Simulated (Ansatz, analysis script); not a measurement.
## Free-standing triangular Re monolayer, spacing 3.069 Å: E(q) by the generalised Bloch theorem

Spirals are solved in the crystal's own cell at each q. What do they say of the order in a free-standing triangular Re monolayer, spacing 3.069 Å?

Program: Ansatz 0.2.0. Level of theory: PBE, PAW set soft_1. Results are calculated unless marked as measured.

In doubt: warnings of the run leave room for a lower electronic state (step 8), so energies may not be the lowest and differences between runs may mislead.

**1. Set-up**

The cell holds 1 atom: 1 Re. Cell: a = 3.069 Å, b = 3.069 Å, c = 14.000 Å, α = 90.0°, β = 90.0°, γ = 120.0°. An idealised lattice of chosen spacing, in vacuum. Vacuum lies along c.

**2. Two spin channels first**

A collinear run comes first: it shows whether moments survive, and how large they are.

The input, input.yaml:

```yaml
crystal:
  lattice:
    - [3.069, 0.0, 0.0]
    - [-1.5345, 2.657832, 0.0]
    - [0.0, 0.0, 14.0]
  atoms:
    - { symbol: Re, position: [0.0, 0.0, 0.5], spin: 1.0 }
magnetization:
  spin_polarized: true
kpoints:
  mp_grid: { grid: [7, 7, 1] }
hamiltonian:
  xc: pbe
  pseudopotentials: { kind: paw, azcp: { folder: soft_1 } }
scf:
  occupations: { method: fermi_dirac, width: 0.05 }
  max_iter: 120
  convergence: { dr2_threshold: 1.0e-08 }
  lower_state_search: "off"
```

On the command line:

```console
ansatz run input.yaml --threads 4 --pin off --max-ram 8192MiB --backend cpu --events-out ev --progress --plain --runs-dir out
```

Numbers of over 12 decimals in the logs are rounded to 6 here.

What it wrote:

```text
Engine: ansatz 0.2.0, x86_64-unknown-linux-gnu
Pseudopotentials: kind: paw
Pseudopotential: Re, paw, valence charge 15, recommended cutoff 420 eV (normal), soft_1/Re.paw.azcp
Functional definition: PBE
  parameter kappa = 0.804
  parameter beta = 0.066725
  exchange = pbe_x(kappa = kappa, mu = beta*pi^2/3)
  correlation = pbe_c(beta = beta)
Crystal: 1 atoms, lattice volume = 114.196 Å³
Basis set: ecut = 420 eV, 2207 PW (Γ)
Bands: 12, of which v1, the nominal top of the filled ones, is band 8 counted from 1 (7 counted from 0)
Symmetry: 24 space group operations
Space group: P6/mmm (ITA 191), of the structure as read, at distance tolerance 4.9e-5 Å
Magnetic group: BNS 191.233 (UNI 1463), of the structure as read, at distance tolerance 4.9e-5 Å
k-points: 8 of 49
Non-local potential: Re, projectors of the file, l = 0: 3, l = 1: 2, l = 2: 2, l = 3: 1
PAW form: soft (Blöchl's): semilocal exchange-correlation on the pseudo side does not see the compensation charge
PAW one-centre angular grid: Re, 590 points (default); XC on 64 Gauss nodes
Initial density: superposition of atomic densities (neutral atoms: chi_scale 0, normalization atom)
Starting moments: Σ|m| = 1 μB on 1 of 1 site
Initial wavefunctions: pseudopotential atomic-orbital guess
Functional: x = pbe(κ = 0.804, μ = 0.219515), c = pbe(β = 0.066725)
SCF iter   1: F=—  HF=-10864.829073 eV  |F-HF|=—  |Δ(HF+E_count)|=         —  Δρ=1.88e-2 (↑1.88e-2 ↓1.45e-2)  dr2=6.41e-1  dr2_m=1.96e-1  M=0.673 μB ∫|m|=0.673 μB  β_m=0.30  ethr=3.10e-3  ⟨swp⟩=5.9  Hψ=1151  notcnv=0
preconditioner: auto → LDOS  [metal: Δε(μ)=0.015 eV  Ē_g=5.033 eV  σ=0.050 eV  W_gap=0.07  n_scr=8 (ndim 8)  ℏωp=9.2 eV  f_vac=0.662  D(μ)=3.52/eV (n_scr^D=10)]
spin=Collinear: LDOS preconditioning applied to the charge; magnetization (m = ρ↑ − ρ↓) channel mixes plain (no charge-response kernel on spin).
SCF iter   2: F=—  HF=-10864.763718 eV  |F-HF|=—  |Δ(HF+E_count)|=   6.54e-2  Δρ=1.35e-2 (↑1.35e-2 ↓1.01e-2)  dr2=2.49e-1  dr2_m=1.06e-1  M=0.740 μB ∫|m|=0.740 μB  β_m=0.30  ethr=3.10e-3  ⟨swp⟩=1.9  Hψ=343  notcnv=0
SCF iter   3: F=—  HF=-10864.742928 eV  |F-HF|=—  |Δ(HF+E_count)|=   2.08e-2  Δρ=9.25e-3 (↑9.25e-3 ↓7.70e-3)  dr2=4.19e-2  dr2_m=6.40e-2  M=0.926 μB ∫|m|=0.926 μB  β_m=1.00  ethr=1.66e-3  ⟨swp⟩=3.0  Hψ=312  notcnv=0
SCF iter   4: F=—  HF=-10864.853614 eV  |F-HF|=—  |Δ(HF+E_count)|=   1.11e-1  Δρ=5.15e-3 (↑4.07e-3 ↓5.15e-3)  dr2=8.54e-3  dr2_m=1.91e-2  M=1.133 μB ∫|m|=1.135 μB  β_m=1.00  ethr=2.79e-4  ⟨swp⟩=2.8  Hψ=444  notcnv=0
SCF iter   5: F=—  HF=-10864.885842 eV  |F-HF|=—  |Δ(HF+E_count)|=   3.22e-2  Δρ=2.43e-3 (↑2.22e-3 ↓2.43e-3)  dr2=7.43e-3  dr2_m=3.04e-3  M=1.239 μB ∫|m|=1.241 μB  β_m=1.00  ethr=5.69e-5  ⟨swp⟩=2.4  Hψ=408  notcnv=0
SCF iter   6: F=—  HF=-10864.893633 eV  |F-HF|=—  |Δ(HF+E_count)|=   7.79e-3  Δρ=1.55e-3 (↑1.55e-3 ↓1.41e-3)  dr2=1.74e-3  dr2_m=1.52e-3  M=1.317 μB ∫|m|=1.319 μB  β_m=1.00  ethr=4.95e-5  ⟨swp⟩=2.1  Hψ=352  notcnv=0
SCF iter   7: F=—  HF=-10864.897342 eV  |F-HF|=—  |Δ(HF+E_count)|=   3.71e-3  Δρ=1.40e-3 (↑1.40e-3 ↓9.28e-4)  dr2=8.92e-4  dr2_m=1.11e-3  M=1.379 μB ∫|m|=1.382 μB  β_m=0.30  ethr=1.16e-5  ⟨swp⟩=2.5  Hψ=371  notcnv=0
Mixer restart at iter 7: flushing history
spin-set hold released at iteration 7 (site moments contracting): the magnetisation degrees of freedom join the quasi-Newton model from the next iteration; the mixer history was flushed
SCF iter   8: F=—  HF=-10864.898746 eV  |F-HF|=—  |Δ(HF+E_count)|=   1.40e-3  Δρ=1.35e-3 (↑1.35e-3 ↓9.04e-4)  dr2=7.99e-4  dr2_m=1.10e-3  M=1.398 μB ∫|m|=1.401 μB  β_m=0.40  ethr=5.95e-6  ⟨swp⟩=1.9  Hψ=217  notcnv=0
SCF iter   9: F=—  HF=-10864.901677 eV  |F-HF|=—  |Δ(HF+E_count)|=   2.93e-3  Δρ=1.17e-3 (↑1.17e-3 ↓7.95e-4)  dr2=3.96e-4  dr2_m=9.51e-4  M=1.473 μB ∫|m|=1.476 μB  β_m=0.28  ethr=5.32e-6  ⟨swp⟩=2.4  Hψ=337  notcnv=0
SCF iter  10: F=—  HF=-10864.903617 eV  |F-HF|=—  |Δ(HF+E_count)|=   1.94e-3  Δρ=9.92e-4 (↑9.92e-4 ↓7.05e-4)  dr2=1.69e-4  dr2_m=7.41e-4  M=1.550 μB ∫|m|=1.553 μB  β_m=0.29  ethr=2.64e-6  ⟨swp⟩=2.0  Hψ=343  notcnv=0
SCF iter  11: F=—  HF=-10864.905734 eV  |F-HF|=—  |Δ(HF+E_count)|=   2.12e-3  Δρ=3.81e-4 (↑3.81e-4 ↓3.70e-4)  dr2=1.99e-5  dr2_m=1.41e-4  M=1.640 μB ∫|m|=1.643 μB  β_m=0.69  ethr=1.13e-6  ⟨swp⟩=2.5  Hψ=380  notcnv=0
SCF iter  12: F=—  HF=-10864.905997 eV  |F-HF|=—  |Δ(HF+E_count)|=   2.63e-4  Δρ=1.52e-4 (↑1.52e-4 ↓8.75e-5)  dr2=1.19e-5  dr2_m=1.27e-5  M=1.658 μB ∫|m|=1.661 μB  β_m=0.69  ethr=1.33e-7  ⟨swp⟩=2.9  Hψ=383  notcnv=0
SCF iter  13: F=—  HF=-10864.905955 eV  |F-HF|=—  |Δ(HF+E_count)|=   4.19e-5  Δρ=2.23e-4 (↑2.23e-4 ↓1.92e-4)  dr2=1.21e-6  dr2_m=4.48e-5  M=1.672 μB ∫|m|=1.675 μB  β_m=0.84  ethr=7.94e-8  ⟨swp⟩=2.6  Hψ=338  notcnv=0
SCF iter  14: F=—  HF=-10864.906011 eV  |F-HF|=—  |Δ(HF+E_count)|=   5.59e-5  Δρ=2.01e-5 (↑1.19e-5 ↓2.01e-5)  dr2=1.91e-7  dr2_m=2.56e-7  M=1.662 μB ∫|m|=1.666 μB  β_m=0.79  ethr=8.04e-9  ⟨swp⟩=3.6  Hψ=419  notcnv=0
SCF iter  15: F=—  HF=-10864.906009 eV  |F-HF|=—  |Δ(HF+E_count)|=   1.63e-6  Δρ=3.93e-5 (↑3.93e-5 ↓3.58e-5)  dr2=2.89e-8  dr2_m=1.47e-6  M=1.661 μB ∫|m|=1.665 μB  β_m=0.90  ethr=1.27e-9  ⟨swp⟩=2.2  Hψ=327  notcnv=0  recentre
SCF iter  16: F=—  HF=-10864.906011 eV  |F-HF|=—  |Δ(HF+E_count)|=   1.92e-6  Δρ=1.17e-5 (↑1.17e-5 ↓1.10e-5)  dr2=4.83e-9  dr2_m=1.34e-7  M=1.662 μB ∫|m|=1.666 μB  β_m=0.95  ethr=6.67e-11  ⟨swp⟩=4.0  Hψ=537  notcnv=0
SCF iter  17: F=-10864.906011 eV  HF=-10864.906011 eV  |F-HF|=1.20e-10  |Δ(HF+E_count)|=   2.00e-7  Δρ=2.26e-7 (↑9.65e-8 ↓2.26e-7)  dr2=5.80e-11  dr2_m=2.20e-11  M=1.663 μB ∫|m|=1.667 μB  ethr=3.22e-11  ⟨swp⟩=3.4  Hψ=509  notcnv=0
SCF 1 converged in 17 iterations: F = -10864.906011 eV  dr2 = 5.80e-11
  greatest PAW one-centre occupation: 1.000 electrons in one spin orbital (limit 2), on the Re atom at site 0 (counted from 0), in its partial waves of l = 0
SCF converged after 17 iterations
Magnetization: 1.6628 μB (8.3314 up, 6.6686 down)
Absolute magnetization: 1.6667 μB (∫|ρ↑−ρ↓|, with the PAW one-centre terms)
Spin contamination: 0.0023 ħ² per cell (⟨S²⟩ above its minimum at these occupations)
Per-site moments (μB) at R_I (Å): [(1.353794, 1.265963)]
Free energy (F): -10864.906011 eV
Harris-Foulkes:  -10864.906011 eV  (|F-HF|=1.20e-10)
Internal energy: -10864.895466 eV  (E = F + TS)
E sigma→0 (E₀):  -10864.900738 eV
Entropy (-TS):   -0.010545 eV (-10.545 meV/atom)
Fermi energy:    -1.183086 eV
--- Per-component energies (eV) ---
  E_band       = -439.254306
  E_kinetic    = 508.568915
  E_local      = -5581.848004  (includes V_loc(G=0)·N_el)
  E_nonlocal   = 83.544783
  E_hartree    = 2490.706050
  E_xc         = -348.799529
  E_vxc        = -279.776658  (∫ρ·V_xc dr)
  E_paw        = -8704.660968  (= ΣΔE_a)
  E_vpaw       = -151.155979  (= ΣTr[D̂ρ^β])
  E_aug_tail   = 0.000055  (compensation charges beyond the density's cutoff)
  E_ewald      = 687.593232
  E_smearing   = -0.010545  (= −TS)
  E_closure    = 0.000000  (closes the sum)
  Σ components = -10864.906011   (vs F -10864.906011, Δ=0.00e0)
```

It took 5 s on 4 threads of Intel Xeon Platinum 8259CL at 2.50GHz (Skylake/Cascade Lake), shared host; peak memory 0.35 GiB; 6.9 s of CPU time.

Spin moment in the atom's sphere by atom:

| atom | spin moment in the atom's sphere (μB) |
| --- | --- |
| Re1 | 1.35 |

The run ends ferromagnetic, with a net moment of 1.66 μB a cell. With one Re atom carrying the moment, parallel order of its images is forced by the cell, not found.

**3. Denser mesh**

Levels at the Fermi energy are partly filled, so moments and energy differences can hang on the k-mesh, and the state is solved again on a denser one.

input.yaml, the sections that differ from step 2:

```yaml
crystal:
  lattice:
    - [3.069, 0.0, 0.0]
    - [-1.5345, 2.657832, 0.0]
    - [0.0, 0.0, 14.0]
  atoms:
    - { symbol: Re, position: [0.0, 0.0, 0.5], spin: 1.35 }
kpoints:
  mp_grid: { grid: [20, 20, 1] }
basis:
  ecutwfc: 420.0
checkpoint:
  read: start
  write: ck
  compress: false
  write_wavefunctions: false
  write_every: 100000
# magnetization, hamiltonian, scf: as in step 2
```

What it wrote:

```text
[...]
SCF converged after 8 iterations
Magnetization: 1.5509 μB (8.2754 up, 6.7246 down)
Absolute magnetization: 1.5513 μB (∫|ρ↑−ρ↓|, with the PAW one-centre terms)
[...]
Per-site moments (μB) at R_I (Å): [(1.235054, 1.265963)]
Free energy (F): -10864.847408 eV
[...]
Internal energy: -10864.829595 eV  (E = F + TS)
E sigma→0 (E₀):  -10864.838501 eV
Entropy (-TS):   -0.017813 eV (-17.813 meV/atom)
Fermi energy:    -1.243254 eV
[...]
```

Wall time 1.9 s (4 threads); peak memory 0.45 GiB.

Spin moment in the atom's sphere by atom:

| atom | spin moment in the atom's sphere (μB) |
| --- | --- |
| Re1 | 1.24 |

The run ends ferromagnetic, with a net moment of 1.55 μB a cell, against 1.66 μB on the first mesh.

Each spiral starts from these moments, tilted 90° from the rotation axis z (a flat spiral); sizes are free, while the program holds flat spirals in their plane. Spin–orbit coupling is switched off, so the energy does not depend on how the axis lies in the crystal. The folder named start holds the saved collinear state, from which each run begins.

The runs on spinors take the mesh 24×24×1.

**4. q = (0, 0, 0)**

The reference is the same input at q = 0, so that basis and exchange-correlation form match those at other q. Every q is chosen so that q/2 is a mesh vector: every spiral then samples the k-points of q = 0, and much mesh noise cancels.

input.yaml, the sections that differ from step 3:

```yaml
crystal:
  lattice:
    - [3.069, 0.0, 0.0]
    - [-1.5345, 2.657832, 0.0]
    - [0.0, 0.0, 14.0]
  atoms:
    - { symbol: Re, position: [0.0, 0.0, 0.5], spin: 1.24, spin_axis: [1.0, 0.0, 0.0] }
kpoints:
  mp_grid: { grid: [24, 24, 1] }
hamiltonian:
  xc: pbe
  noncollinear_xc: locally_collinear
  pseudopotentials: { kind: paw, azcp: { folder: soft_1 } }
magnetization:
  noncollinear: true
  spin_spiral: { q: [0.0, 0.0, 0.0] }
checkpoint:
  read: start
# scf, basis: as in step 3
```

On the command line:

```console
ansatz run input.yaml --threads 1 --pin off --max-ram 2048MiB --backend cpu --events-out ev --progress --plain --runs-dir out
```

What it wrote:

```text
Warning: checkpoint.read: spin treatment differs: saved collinear, current noncollinear; the saved charge density seeds this run and the saved magnetisation is carried along the axis that this deck's starting moments share; the saved density holds an absolute magnetisation of 1.6e0 μB; saved orbitals and DFT+U occupations are not carried; the saved PAW projector densities are carried along that axis
Warning: checkpoint.read: magnetization.spin_spiral differs: saved none, current q = [0, 0, 0]; the saved state is no spin spiral's: the SCF starts from none of its orbitals and from its density, each atom's moment turned about z as a whole to its place on this deck's spiral. A spiral's own state at q: [0, 0, 0] serves better
[...]
Crystal: 1 atoms, lattice volume = 114.196 Å³
Basis set: ecut = 420 eV, 2207 PW (Γ)
Bands: 24, of which v1, the nominal top of the filled ones, is band 15 counted from 1 (14 counted from 0)
Symmetry: 24 space group operations
k-points: 61 of 576
Spin spiral: q = (0, 0, 0) of the reciprocal vectors; moments are told in the frame that turns with it, a site's in that at the site
[...]
SCF iter   9: F=-10864.848029 eV  HF=-10864.848029 eV  |F-HF|=3.60e-9  |Δ(HF+E_count)|=   2.27e-8  Δρ=1.18e-6  dr2=2.87e-11  dr2_m=6.75e-10  ethr=1.93e-12  |M|=1.44e0 ∫|m|=1.44e0 μB  |m|>n=6.3e-3 m-floor=0.0e0 τ_xc=1.7e-22  ⟨swp⟩=1.0  Hψ=4733  notcnv=0
SCF 1 converged in 9 iterations: F = -10864.848029 eV  dr2 = 2.87e-11
[...]
SCF converged after 9 iterations
Stability not checked: this state was not tested for a lower state beside it, because this non-collinear magnet's GGA is evaluated by the locally collinear projection, under which the energy is not smooth in the magnetisation (locally_collinear_gga; see scf.lower_state_search)
Magnetization: |M| = 1.4371 μB,  M = (+1.4371, -0.0000, +0.0000) μB
Absolute magnetization: 1.4375 μB (∫|m|, with the PAW one-centre terms)
  site 0: m = (+1.1561, -0.0000, +0.0000) μB, |m| = 1.1561 μB  (R = 1.27 Å)
Free energy (F): -10864.848029 eV
[...]
Internal energy: -10864.830144 eV  (E = F + TS)
E sigma→0 (E₀):  -10864.839087 eV
Entropy (-TS):   -0.017885 eV (-17.885 meV/atom)
Fermi energy:    -1.264023 eV
[...]
```

Elapsed: 35 s, on 1 thread; peak memory 0.65 GiB.

The largest moment is 1.16 μB, against 1.24 μB in the collinear run.

**5. q = (0.083, 0.083, 0)**

Only q changes. The cell stays that of the crystal, since the generalised Bloch theorem carries the rotation from cell to cell.

Changes to input.yaml since step 4:

```diff
@@ -22,3 +22,3 @@
   noncollinear: true
-  spin_spiral: { q: [0.0, 0.0, 0.0] }
+  spin_spiral: { q: [0.08333333, 0.08333333, 0.0] }
 checkpoint:
```

What it wrote:

```text
[...]
Crystal: 1 atoms, lattice volume = 114.196 Å³
Basis set: ecut = 420 eV, 2207 PW (Γ)
Bands: 24, of which v1, the nominal top of the filled ones, is band 15 counted from 1 (14 counted from 0)
Symmetry: 4 space group operations
k-points: 157 of 576
[...]
SCF iter  11: F=-10864.866570 eV  HF=-10864.866570 eV  |F-HF|=7.07e-8  |Δ(HF+E_count)|=   1.43e-9  Δρ=1.95e-6  dr2=4.27e-11  dr2_m=1.02e-9  ethr=1.00e-12  |M|=1.61e0 ∫|m|=1.64e0 μB  |m|>n=7.6e-3 m-floor=0.0e0 τ_xc=9.2e-18  ⟨swp⟩=1.0  Hψ=10722  notcnv=0
SCF 1 converged in 11 iterations: F = -10864.866570 eV  dr2 = 4.27e-11
[...]
SCF converged after 11 iterations
[...]
Magnetization: |M| = 1.6112 μB,  M = (+1.6112, -0.0000, +0.0000) μB
Absolute magnetization: 1.6449 μB (∫|m|, with the PAW one-centre terms)
  site 0: m = (+1.3334, -0.0000, +0.0000) μB, |m| = 1.3334 μB  (R = 1.27 Å)
Free energy (F): -10864.866570 eV
[...]
Internal energy: -10864.849924 eV  (E = F + TS)
E sigma→0 (E₀):  -10864.858247 eV
Entropy (-TS):   -0.016646 eV (-16.646 meV/atom)
Fermi energy:    -1.217416 eV
[...]
```

Wall time 92 s (1 thread); peak memory 1 GiB.

The energy of the cell lies 18.5 meV below that at q = 0, and the largest moment is 1.33 μB against 1.16 μB.

(Part 1 of 2 ends here.)

[Logs and program files are shortened in this print: banners, set-up blocks, solver, clock and traceback lines can be left out without a mark of their own.]

[Logs are printed without paths, hosts, clocks, repeated set-up lines and the standing remarks that a program may print on its own settings, such as how far it seeks lower states.]

[Hosts, paths, dates, database ids (printed as entryN), source tags and the programs' standing remarks are cut or masked in the printed files.]
